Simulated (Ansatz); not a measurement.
**PbO: what symmetry allows forces and stress to be**

```
CELL_PARAMETERS angstrom
3.83037 0.00000 0.00000
0.00000 3.83037 0.00000
0.00000 0.00000 5.29198
ATOMIC_POSITIONS crystal
Pb 0.00000 0.50000 0.27734
Pb 0.50000 0.00000 0.72266
O 0.00000 0.00000 0.00000
O 0.50000 0.50000 0.00000
```

Level of theory: Ansatz, DFT PBE, scalar-relativistic, plane waves, PAW.

Cutoff 420 eV; k points 8×8×6 on the computed 4-atom cell (Γ-centred); Gaussian smearing, width 0.02 eV; no spin polarisation.

This distorted cell has space group P4/nmm, with 16 operations.

Without a calculation: in which directions can each atom feel a force?

A force must be left unchanged by every operation that keeps its atom in place, so it lies in the space that those operations leave fixed. Atoms that the group maps onto each other feel forces of one size.
```json
{"atom": "Pb1", "site symmetry": "4mm", "operations at the site": "8", "equivalent to atom": "1", "allowed force (Cartesian)": "along (0.00, 0.00, 1.00)"}
{"atom": "Pb2", "site symmetry": "4mm", "operations at the site": "8", "equivalent to atom": "1", "allowed force (Cartesian)": "along (0.00, 0.00, 1.00)"}
{"atom": "O3", "site symmetry": "-4m2", "operations at the site": "8", "equivalent to atom": "3", "allowed force (Cartesian)": "none"}
{"atom": "O4", "site symmetry": "-4m2", "operations at the site": "8", "equivalent to atom": "3", "allowed force (Cartesian)": "none"}
```

That leaves 1 independent force component of 12. A relaxation in this cell that keeps the symmetry moves the atoms in these directions alone.

And the stress tensor?

It must be invariant under the point group, which leaves 2 independent components: yz, xz, xy vanish; xx = yy.

Do the computed values obey this?

Yes. Forces (eV/Å):
```
Pb1  0.000  0.000 -3.304
Pb2  0.000  0.000  3.304
O3   0.000  0.000  0.000
O4   0.000  0.000  0.000
```

Stress (GPa, compression positive, xx yy zz yz xz xy): 3.21 3.21 -14.91 0.00 0.00 0.00. The program imposes the same operations on density, forces and stress, so this confirms the analysis and is no independent test of the calculation.

Spin–orbit coupling is left out, which can shift energies with elements as heavy as these. The smearing is narrow for a metal on this mesh.